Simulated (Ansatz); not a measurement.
# ZnS: the cost of one run

Method: DFT PBE, scalar-relativistic, plane waves, PAW, in Ansatz 0.2.0.

### 1 The structure to begin with

It takes space group P6_3mc (No. 186, hexagonal). The conventional cell has a = 3.811 Å, b = 3.811 Å, c = 6.234 Å, α = 90.00°, β = 90.00°, γ = 120.00°. Zn (site symmetry 3m) is surrounded by 4 S at 2.31 to 2.40 Å. S (site symmetry 3m) has 4 Zn at 2.31 to 2.40 Å as nearest neighbours.

As a file:

```xyz
16
Lattice="-1.9055 3.3004 -6.2340 -1.9055 3.3004 6.2340 7.6220 0.0000 0.0000" Properties=species:S:1:pos:R:3 pbc="T T T"
Zn    0.0000    2.2003    0.0000
Zn   -1.9055    5.5007    0.0000
Zn    3.8110    2.2003    0.0000
Zn    1.9055    5.5007    0.0000
Zn    0.0000    4.4006   -3.1170
Zn    0.0000    4.4006    3.1170
Zn    3.8110    4.4006   -3.1170
Zn    3.8110    4.4006    3.1170
S     0.0000    2.2003    2.4001
S     0.0000    2.2003   -3.8339
S     3.8110    2.2003    2.4001
S     3.8110    2.2003   -3.8339
S     0.0000    4.4006   -0.7169
S     1.9055    1.1001   -0.7169
S     3.8110    4.4006   -0.7169
S     5.7165    1.1001   -0.7169
```

No relaxation comes first: the listed cell is the starting point.

### 2 The perfect supercell on the trajectory's mesh

Contents of input.yaml:

```yaml
crystal:
  lattice:
    - [-1.9054993908, 3.3004217586, -6.234]
    - [-1.9054993908, 3.3004217586, 6.234]
    - [7.6219975631, 0.0, 0.0]
  atoms:
    - { symbol: Zn, position: [0.3333333333, 0.3333333333, 0.1666666667] }
    - { symbol: Zn, position: [0.8333333333, 0.8333333333, 0.1666666667] }
    - { symbol: Zn, position: [0.3333333333, 0.3333333333, 0.6666666667] }
    - { symbol: Zn, position: [0.8333333333, 0.8333333333, 0.6666666667] }
    - { symbol: Zn, position: [0.9166666667, 0.4166666667, 0.3333333333] }
    - { symbol: Zn, position: [0.4166666667, 0.9166666667, 0.3333333333] }
    - { symbol: Zn, position: [0.9166666667, 0.4166666667, 0.8333333333] }
    - { symbol: Zn, position: [0.4166666667, 0.9166666667, 0.8333333333] }
    - { symbol: S, position: [0.1408333333, 0.5258333333, 0.1666666667] }
    - { symbol: S, position: [0.6408333333, 0.0258333333, 0.1666666667] }
    - { symbol: S, position: [0.1408333333, 0.5258333333, 0.6666666667] }
    - { symbol: S, position: [0.6408333333, 0.0258333333, 0.6666666667] }
    - { symbol: S, position: [0.7241666667, 0.6091666667, 0.3333333333] }
    - { symbol: S, position: [0.2241666667, 0.1091666667, 0.3333333333] }
    - { symbol: S, position: [0.7241666667, 0.6091666667, 0.8333333333] }
    - { symbol: S, position: [0.2241666667, 0.1091666667, 0.8333333333] }
  symmetry: { detect: false }
basis:
  ecutwfc: 420
kpoints:
  mp_grid: { grid: [2, 2, 2], shift: [0.5, 0.5, 0.5] }
hamiltonian:
  xc: pbe
scf:
  occupations: { method: gaussian, width: 0.1 }
output:
  forces: true
  stress: true
  eigenvalues: true
```

Started as:

```console
$ ansatz run input.yaml --threads 4 --pin off --max-ram 5120MiB --backend cpu --events-out ev --progress --plain --runs-dir out
```

Q: Estimate wall time and peak memory on 4 threads of Intel Xeon 6975P-C (Granite Rapids), shared host.

About 2 s, with a peak of 0.84 GiB.
